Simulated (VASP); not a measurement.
Input of a VASP 6.6.1 run:

File INCAR:

```
PREC     = Accurate       # precision mode
ENCUT    = 520            # plane-wave cutoff, eV
EDIFF    = 1E-7           # SCF threshold, eV
ISMEAR   = -5             # smearing method
SIGMA    = 0.05           # smearing width, eV
LREAL    = F              # projectors in reciprocal space
LASPH    = T              # aspherical terms in the spheres
NELM     = 100            # most SCF steps
ALGO     = Normal         # electronic algorithm
ISIF     = 2              # what is computed and relaxed
LWAVE    = F              # write WAVECAR
LCHARG   = F              # write CHGCAR
METAGGA  = RSCAN          # meta-GGA
LMIXTAU  = T            
LORBIT   = 11             # projections on sites
NBANDS   = 11             # bands
NEDOS    = 1001           # points of the DOS
```

Contents of KPOINTS:

```
regular mesh
0
Gamma
  10 10 10
```

File POSCAR:

```
BAs
3.3322
    0.000000000000      0.707106120821      0.707106120821
    0.707106120821      0.000000000000      0.707106120821
    0.707106120821      0.707106120821      0.000000000000
As B
1 1
Direct
    0.7500000000      0.7500000000      0.7500000000
    0.0000000000      0.0000000000      0.0000000000
```

Potentials or basis: VASP PAW PBE potentials, release 64 (As, B).

Run with:

```console
$ cat potpaw_PBE.64/As/POTCAR potpaw_PBE.64/B/POTCAR > POTCAR
$ mpirun -np 1 vasp_std > vasp.out
```

(1) Predict the band gap on the k mesh.

(2) What does it give for the pressure?

Answers

(1) 1.34 eV, indirect (least direct gap 3.49 eV).

(2) 7.1 GPa.

Caveat: the PAW data sets were made with another functional, which shifts forces and pressure a little.
